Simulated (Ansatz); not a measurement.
# A vibration from a frozen displacement in KBr

Method: Ansatz, DFT LDA, scalar-relativistic, plane waves, PAW. Settings: plane waves to 420 eV, k-mesh 6×6×6 (Γ-centred), Gaussian smearing 0.05 eV. No spin polarisation. Energies are free energies at this smearing, counted from the undisturbed cell; pressure is positive in compression.

Zero of the scan (as given, not relaxed at this level; it stands at -2.6 GPa; this CsCl-type form isn't the usual structure):

```xyz
2
Lattice="4.0435 0.0000 0.0000 0.0000 4.0435 0.0000 0.0000 0.0000 4.0435" Properties=species:S:1:pos:R:3 pbc="T T T"
K     0.0000    0.0000    0.0000
Br    2.0217    2.0217    2.0217
```

Every Br atom is moved by x along the Cartesian unit vector (0.000, 1.000, 0.000); the cell and all other atoms stay fixed. The cell's volume is 66.11 Å³; the moved atoms weigh 79.904 u together and the others 39.098 u. Some rows repeat others by symmetry and weren't run.

| x (Å) | ΔE (meV/cell) | total force on the moved atoms along the move (eV/Å) | pressure (GPa) |
| --- | --- | --- | --- |
| -0.5000 | 39.00 | 0.1721 | -1.6136 |
| -0.4375 | 29.12 | 0.1446 | -1.8494 |
| -0.3750 | 20.89 | 0.1190 | -2.0563 |
| -0.3125 | 14.19 | 0.0955 | -2.2332 |
| -0.2500 | 8.91 | 0.0738 | -2.3791 |
| -0.1875 | 4.94 | 0.0537 | -2.4933 |
| -0.1250 | 2.17 | 0.0350 | -2.5753 |
| -0.0625 | 0.54 | 0.0173 | -2.6247 |
| 0.0000 | 0.00 | 0.0000 | -2.6412 |
| 0.0625 | 0.54 | -0.0173 | -2.6247 |
| 0.1250 | 2.17 | -0.0350 | -2.5753 |
| 0.1875 | 4.94 | -0.0537 | -2.4933 |
| 0.2500 | 8.91 | -0.0738 | -2.3791 |
| 0.3125 | 14.19 | -0.0955 | -2.2332 |
| 0.3750 | 20.89 | -0.1190 | -2.0563 |
| 0.4375 | 29.12 | -0.1446 | -1.8494 |
| 0.5000 | 39.00 | -0.1721 | -1.6136 |

What frequency belongs to this motion?

The force constant is k = −dF/dx = 0.277 eV/Å², from the parabola through x = -0.0625, 0 and 0.0625. In every cell the moved atoms swing against the rest, so the mass is μ = m₁m₂/(m₁ + m₂) = 26.253 u, and ν̃ = 521.5 cm⁻¹ × √(|k|/μ) = 54 cm⁻¹, at this cell's pressure of -2.6 GPa. To first order in x, and within 1 %, the force on every atom lies along the move and, within each of the two groups, in proportion to the atom's mass, so this is itself a mode at the zone centre of this cell, taken without macroscopic field (the transverse frequency in a polar insulator).

How far does the harmonic law reach?

At x = -0.500 Å, kx²/2 = 34.60 meV against the computed 39.00 meV (+12.7 %): the well stiffens in this direction at large amplitude.

The pressure changes with x². What does that say about the frequency under compression?

With E = k(V)x²/2, k ∝ V^(−2γ) and x scaling with the cell as V^(1/3), P − P0 = −∂E/∂V = (2γ − 2/3) ΔE/V. At x = 0.1250 Å, V(P − P0) = 66.11 × 0.06582 / 160.2 eV = 27.16 meV and ΔE = 2.17 meV, so γ = 1/3 + V(P − P0)/(2ΔE) = 6.59. This is the Grüneisen parameter of the motion under uniform scaling of the cell: shrinking the cell evenly by 1 % in volume raises the frequency by about 6.59 %. Values this far from the 1 to 3 of most solids mark a soft motion whose force constant is small beside what it shares with volume.